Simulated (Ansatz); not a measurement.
# Tl (P6_3/mmc) in Ansatz: convergence with wavefunction cutoff

Aim: find how far wavefunction cutoff must go before the results for Tl settle, at PBE. This setting moves, with any that are tied to it; all else stays.

All numbers are computed with Ansatz 0.2.0; they aren't measurements. Logs are shortened: lines on timing, memory, paths and dates and some standing lists are left out, and cuts for length are marked.

### 1 Starting point

It takes space group P6_3/mmc (No. 194, hexagonal). The conventional cell has a = 3.456 Å, b = 3.456 Å, c = 5.525 Å, α = 90.00°, β = 90.00°, γ = 120.00°. Around Tl (site symmetry -6m2) lie 12 Tl at 3.41 to 3.46 Å.

### 2 With wavefunction cutoff 400 eV

input.yaml

```yaml
crystal:
  lattice:
    - [3.456, 0.0, 0.0]
    - [-1.728, 2.9929837955, 0.0]
    - [0.0, 0.0, 5.525]
  atoms:
    - { symbol: Tl, position: [0.6666666667, 0.3333333333, 0.75] }
    - { symbol: Tl, position: [0.3333333333, 0.6666666667, 0.25] }
hamiltonian:
  xc: pbe
  pseudopotentials: { kind: paw, level: accurate }
kpoints:
  mp_grid: { grid: [7, 7, 4] }
scf:
  occupations: { method: fermi_dirac, width: 0.05 }
output:
  forces: true
  stress: true
  eigenvalues: true
basis:
  ecutwfc: "400 eV"
```

Potentials or basis: Ansatz PAW earlier set.

Launch:

```sh
> ansatz run input.yaml --threads 2 --pin off --max-ram 5632MiB --backend cpu --events-out ev --progress --plain --runs-dir out
```

Run time: 0.9 s. Hardware: 2 threads of Arm Neoverse V1, shared host; peak memory 0.3 GiB.

Results:

| Property | Result |
| --- | --- |
| Free energy | -29102.4936 eV |
| Pressure | 3.3 GPa |
| Band gap on the k mesh | none (metal or under the smearing width) |

### 3 With wavefunction cutoff 500 eV

input.yaml, as its differences from that of step 2:

```diff
@@ -20,2 +20,2 @@
 basis:
-  ecutwfc: "400 eV"
+  ecutwfc: "500 eV"
```

Potentials or basis: Ansatz PAW earlier set.

Launch:

```sh
> ansatz run input.yaml --threads 2 --pin off --max-ram 5632MiB --backend cpu --events-out ev --progress --plain --runs-dir out
```

It took 1.3 s on 2 threads of Arm Neoverse V1, shared host; peak memory 0.32 GiB.

What came out:

| Item | Value |
| --- | --- |
| Free energy | -29102.5017 eV |
| Pressure | 3.3 GPa |
| Band gap on the k mesh | none (metal or under the smearing width) |

### 4 With wavefunction cutoff 600 eV

input.yaml, as its differences from that of step 3:

```diff
@@ -20,2 +20,2 @@
 basis:
-  ecutwfc: "500 eV"
+  ecutwfc: "600 eV"
```

Launch:

```sh
> ansatz run input.yaml --threads 2 --pin off --max-ram 5632MiB --backend cpu --events-out ev --progress --plain --runs-dir out
```

It took 1.6 s on 2 threads of Arm Neoverse V1, shared host; peak memory 0.34 GiB.

What came out:

```yaml
Free_energy: -29102.5019 eV
Pressure: 3.3 GPa
Band_gap_on_the_k_mesh: none (metal or under the smearing width)
```

### 5 With wavefunction cutoff 700 eV

input.yaml, as its differences from that of step 4:

```diff
@@ -20,2 +20,2 @@
 basis:
-  ecutwfc: "600 eV"
+  ecutwfc: "700 eV"
```

Launch:

```sh
> ansatz run input.yaml --threads 2 --pin off --max-ram 5632MiB --backend cpu --events-out ev --progress --plain --runs-dir out
```

It took 1.9 s on 2 threads of Arm Neoverse V1, shared host; peak memory 0.35 GiB.

What came out:

```yaml
Free_energy: -29102.5020 eV
Pressure: 3.3 GPa
Band_gap_on_the_k_mesh: none (metal or under the smearing width)
```

### 6 With wavefunction cutoff 850 eV

input.yaml, as its differences from that of step 5:

```diff
@@ -20,2 +20,2 @@
 basis:
-  ecutwfc: "700 eV"
+  ecutwfc: "850 eV"
```

Potentials or basis: Ansatz PAW earlier set.

Launch:

```sh
> ansatz run input.yaml --threads 2 --pin off --max-ram 5632MiB --backend cpu --events-out ev --progress --plain --runs-dir out
```

It took 2.2 s on 2 threads of Arm Neoverse V1, shared host; peak memory 0.4 GiB.

The run converged. Its results:

```
Free energy            : -29102.5021 eV
Pressure               : 3.3 GPa
Band gap on the k mesh : none (metal or under the smearing width)
```

### 7 With wavefunction cutoff 1000 eV

input.yaml, as its differences from that of step 6:

```diff
@@ -20,2 +20,2 @@
 basis:
-  ecutwfc: "850 eV"
+  ecutwfc: "1000 eV"
```

Launch:

```sh
> ansatz run input.yaml --threads 2 --pin off --max-ram 5632MiB --backend cpu --events-out ev --progress --plain --runs-dir out
```

Run time: 2.7 s. Hardware: 2 threads of Arm Neoverse V1, shared host; peak memory 0.43 GiB.

The run converged. Its results:

* Free energy: -29102.5022 eV
* Pressure: 3.3 GPa
* Band gap on the k mesh: none (metal or under the smearing width)

### 8 With wavefunction cutoff 1200 eV

input.yaml, as its differences from that of step 7:

```diff
@@ -20,2 +20,2 @@
 basis:
-  ecutwfc: "1000 eV"
+  ecutwfc: "1200 eV"
```

Launch:

```sh
> ansatz run input.yaml --threads 2 --pin off --max-ram 5632MiB --backend cpu --events-out ev --progress --plain --runs-dir out
```

Wall time 3.5 s (2 threads of Arm Neoverse V1, shared host); peak memory 0.49 GiB.

The run converged. Its results:

```
Free energy            : -29102.5022 eV
Pressure               : 3.3 GPa
Band gap on the k mesh : none (metal or under the smearing width)
```

### 9 With wavefunction cutoff 1400 eV

input.yaml, as its differences from that of step 8:

```diff
@@ -20,2 +20,2 @@
 basis:
-  ecutwfc: "1200 eV"
+  ecutwfc: "1400 eV"
```

Potentials or basis: Ansatz PAW earlier set.

Launch:

```sh
> ansatz run input.yaml --threads 2 --pin off --max-ram 5632MiB --backend cpu --events-out ev --progress --plain --runs-dir out
```

Run time: 4.4 s. Hardware: 2 threads of Arm Neoverse V1, shared host; peak memory 0.56 GiB.

Results (log left out):

* Free energy: -29102.5022 eV
* Pressure: 3.3 GPa
* Band gap on the k mesh: none (metal or under the smearing width)

### 10 With wavefunction cutoff 1700 eV

input.yaml, as its differences from that of step 9:

```diff
@@ -20,2 +20,2 @@
 basis:
-  ecutwfc: "1400 eV"
+  ecutwfc: "1700 eV"
```

Potentials or basis: Ansatz PAW earlier set.

Launch:

```sh
> ansatz run input.yaml --threads 2 --pin off --max-ram 5632MiB --backend cpu --events-out ev --progress --plain --runs-dir out
```

Standard output:

```text
Warning: RAYON_NUM_THREADS=2 ignored (pool sized by the plan → 2); use --threads N
Engine: ansatz 0.2.0, aarch64-unknown-linux-gnu
Pseudopotentials: kind: paw, level: accurate
Pseudopotential: Tl, paw, valence charge 21, recommended cutoff 550 eV (high), Tl.paw.azcp
Functional definition: PBE
  parameter kappa = 0.804
  parameter beta = 0.06672455060314922
  exchange = pbe_x(kappa = kappa, mu = beta*pi^2/3)
  correlation = pbe_c(beta = beta)
Crystal: 2 atoms, lattice volume = 57.149 Å³
Basis set: ecut = 1700 eV, 9067 PW (Γ), exchange–correlation on 96×96×150 points (8 copies of the dense FFT grid, shifted against one another)
Bands: 26, of which v1, the nominal top of the filled ones, is band 21 counted from 1 (20 counted from 0)
Symmetry: 24 space group operations
Space group: P63/mmc (ITA 194), of the structure as read, at distance tolerance 3.9e-5 Å
k-points: 24 of 196
Non-local potential: Tl, projectors of the file, l = 0: 3, l = 1: 3, l = 2: 3, l = 3: 2
PAW form: soft (Blöchl's): semilocal exchange-correlation on the pseudo side does not see the compensation charge
PAW one-centre angular grid: Tl, 590 points (default); XC on 64 Gauss nodes
Initial density: superposition of atomic densities (chi_scale 0.1, normalization cell)
Initial wavefunctions: pseudopotential atomic-orbital guess
Functional: x = pbe(κ = 0.804, μ = 0.2195149727645171), c = pbe(β = 0.06672455060314922)
SCF iter   1: F=—  HF=-29102.566707 eV  |F-HF|=—  |Δ(HF+E_count)|=         —  Δρ=1.54e-2  dr2=1.87e-1  ethr=3.10e-3  ⟨swp⟩=5.8  Hψ=2437  notcnv=0
preconditioner: auto → Resta (q_TF=auto, 2.592 Å⁻¹)  ε∞=4.1  [insulator: Δε(μ)=0.164 eV  Ē_g=14.152 eV  σ=0.050 eV  W_gap=0.52  n_scr=22 (ndim 8)  ℏωp=25.0 eV  f_vac=0.000  D(μ)=1.95/eV (n_scr^D=22)  ε∞_Penn≈4.1]
SCF iter   2: F=—  HF=-29102.511490 eV  |F-HF|=—  |Δ(HF+E_count)|=   5.52e-2  Δρ=6.45e-3  dr2=3.44e-2  ethr=4.46e-4  ⟨swp⟩=3.0  Hψ=1230  notcnv=0  defer=15
SCF iter   3: F=—  HF=-29102.502022 eV  |F-HF|=—  |Δ(HF+E_count)|=   9.47e-3  Δρ=3.31e-3  dr2=3.71e-3  ethr=8.20e-5  ⟨swp⟩=2.0  Hψ=1025  notcnv=0  defer=15
SCF iter   4: F=—  HF=-29102.502316 eV  |F-HF|=—  |Δ(HF+E_count)|=   2.94e-4  Δρ=4.14e-4  dr2=7.10e-5  ethr=8.83e-6  ⟨swp⟩=2.0  Hψ=1114  notcnv=0  defer=15
SCF iter   5: F=—  HF=-29102.502287 eV  |F-HF|=—  |Δ(HF+E_count)|=   2.86e-5  Δρ=5.64e-5  dr2=1.39e-6  ethr=1.69e-7  ⟨swp⟩=2.1  Hψ=900  notcnv=0  defer=15
SCF iter   6: F=-29102.502289 eV  HF=-29102.502289 eV  |F-HF|=5.19e-9  |Δ(HF+E_count)|=   1.56e-6  Δρ=1.54e-5  dr2=9.39e-8  ethr=2.38e-10  ⟨swp⟩=8.2  Hψ=3126  notcnv=0
SCF 1 converged in 6 iterations: F = -29102.502289 eV  dr2 = 9.39e-8
SCF converged after 6 iterations
Free energy (F): -29102.502289 eV
Harris-Foulkes:  -29102.502289 eV  (|F-HF|=5.19e-9)
Internal energy: -29102.487143 eV  (E = F + TS)
E sigma→0 (E₀):  -29102.494716 eV
Entropy (-TS):   -0.015146 eV (-7.573 meV/atom)
Fermi energy:    12.630282 eV
--- Per-component energies (eV) ---
  E_band       = -1094.550154
  E_kinetic    = 1175.080577
  E_local      = -8777.431739  (includes V_loc(G=0)·N_el)
  E_nonlocal   = 2681.024073
  E_hartree    = 3088.500108
  E_xc         = -1328.392872
  E_vxc        = -569.239632  (∫ρ·V_xc dr)
  E_paw        = -19942.596980  (= ΣΔE_a)
  E_vpaw       = -1780.956578  (= ΣTr[D̂ρ^β])
  E_aug_tail   = 0.000000  (compensation charges beyond the density's cutoff)
  E_ewald      = -5998.670310
  E_smearing   = -0.015146  (= −TS)
  E_closure    = -0.000000  (closes the sum)
  Σ components = -29102.502289   (vs F -29102.502289, Δ=0.00e0)
--- Forces (eV/Å), atoms counted from 1 ---
  atom   1  Tl     0.00000000    -0.00000000     0.00000000
  atom   2  Tl     0.00000000     0.00000000     0.00000000
  max |Σ_I F_I| component: 1.39e-17 eV/Å
--- Stress (GPa, compression-positive) ---
        2.898076       0.000000       0.000000
        0.000000       2.898076       0.000000
        0.000000       0.000000       4.227325
  P = ⅓ Tr σ = 3.3412 GPa (33.412 kbar)
--- Band table (eV; the first three rows and the last of 24) ---
  k-point 0: bands = ["-114.1149", "-114.1147", "-59.2582", "-59.2492", "-59.2367", "-59.2367", "-59.2350", "-59.2350", "0.7737", "0.9976", "1.0385", "1.0385", "1.0922", "1.0922", "1.1371", "1.1371", "1.4757", "1.4757", "2.5431", "7.4826", "9.7438", "20.5822", "20.5822", "22.6674", "22.6674", "22.8830"]
  k-point 1: bands = ["-114.1149", "-114.1147", "-59.2568", "-59.2505", "-59.2364", "-59.2364", "-59.2352", "-59.2352", "0.8160", "0.9832", "0.9974", "0.9974", "1.0581", "1.0581", "1.2360", "1.2360", "1.4527", "1.4527", "2.8901", "5.7740", "12.1320", "20.2658", "20.8523", "20.8523", "22.3451", "22.3451"]
  k-point 2: bands = ["-114.1148", "-114.1148", "-59.2537", "-59.2537", "-59.2358", "-59.2358", "-59.2358", "-59.2358", "0.9110", "0.9110", "1.0030", "1.0030", "1.0030", "1.0030", "1.3694", "1.3694", "1.3694", "1.3694", "3.9774", "3.9774", "15.9479", "15.9479", "21.5640", "21.5640", "21.5640", "21.5640"]
  k-point 23: bands = ["-114.1147", "-114.1147", "-59.2536", "-59.2536", "-59.2401", "-59.2401", "-59.2388", "-59.2388", "0.8368", "0.8368", "1.0685", "1.0685", "1.1649", "1.1649", "1.2823", "1.2823", "1.5037", "1.5037", "8.1176", "8.1176", "11.7113", "11.7113", "13.5431", "13.5431", "19.9041", "19.9041"]
```

It took 6.3 s on 2 threads of Arm Neoverse V1, shared host; peak memory 0.65 GiB.

What came out:

* Free energy: -29102.5023 eV
* Pressure: 3.3 GPa
* Band gap on the k mesh: none (metal or under the smearing width)

### 11 Summary

```csv
wavefunction cutoff,"energy less the tightest run, at zero smearing (meV/atom)",SCF cycles,CPU time (s),peak memory (GiB)
400 eV,4.32,6,1.6,0.3
500 eV,0.30,6,2.4,0.32
600 eV,0.20,7,3.1,0.34
700 eV,0.14,6,3.7,0.35
850 eV,0.11,6,4.2,0.4
1000 eV,0.07,6,5.3,0.43
1200 eV,0.04,6,6.8,0.49
1400 eV,0.02,6,8.6,0.56
1700 eV,0.00,6,12,0.65
```

Against the tightest run, the energy stays within 1 meV/atom from 500 eV on. The tightest run that finished is the yardstick and may itself not be fully converged.
